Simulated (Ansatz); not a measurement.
The system is Br.

```xyz
4
Lattice="3.3632 -2.3226 0.0000 3.3632 2.3226 0.0000 0.0000 0.0000 8.7023" Properties=species:S:1:pos:R:3 pbc="T T T"
Br    3.3632    0.6266    3.3948
Br    3.3632    1.6959    7.7459
Br    3.3632   -0.6266    5.3075
Br    3.3632   -1.6959    0.9564
```

| Property | Result |
| --- | --- |
| Program | Ansatz 0.2.0 |
| Task | relaxation of cell and atoms |
| Functional | revPBE |
| Dispersion | D4 |
| Potentials or basis | Ansatz PAW |
| Cutoff | 420 eV (not typed: the program's choice for these potentials) |
| k mesh | 7 × 7 × 3 |
| Occupations | fermi-dirac, width 0.05 eV |
| Spin | no spin polarisation |

At the start: volume 33.99 Å³/atom.

Question: How do energy, volume and symmetry change on relaxing?

Answer: It ends after 8 steps and the volume is 30.07 Å³/atom (-11.5 %); space group Cmce (No. 64, to 0.05 Å).

Step by step:
```csv
step,energy change (eV),largest force (eV/Å),volume (Å³)
1,0.0000,0.9013,135.95
2,-0.1276,0.3442,123.59
3,-0.1646,0.0841,120.09
4,-0.1686,0.0296,118.87
5,-0.1707,0.0518,120.48
6,-0.1726,0.0329,119.81
7,-0.1730,0.0064,120.29
8,-0.1720,0.0062,120.29
```

Final structure:
```xyz
4
Lattice="3.3702 -2.0830 0.0000 3.3702 2.0830 0.0000 0.0000 0.0000 8.5674" Properties=species:S:1:pos:R:3 pbc="T T T"
Br    3.3702    0.6322    3.2668
Br    3.3702    1.4508    7.5505
Br    3.3702   -0.6322    5.3007
Br    3.3702   -1.4508    1.0169
```

Caveat: the plane-wave basis is chosen anew once the cell has moved, so the energies of steps on either side of that aren't comparable; the volume moved by -12 % from the deposited cell, more than functionals usually miss; the PAW data sets come from PBE, with cores solved anew for the run's functional, which leaves a small shift of forces and pressure.
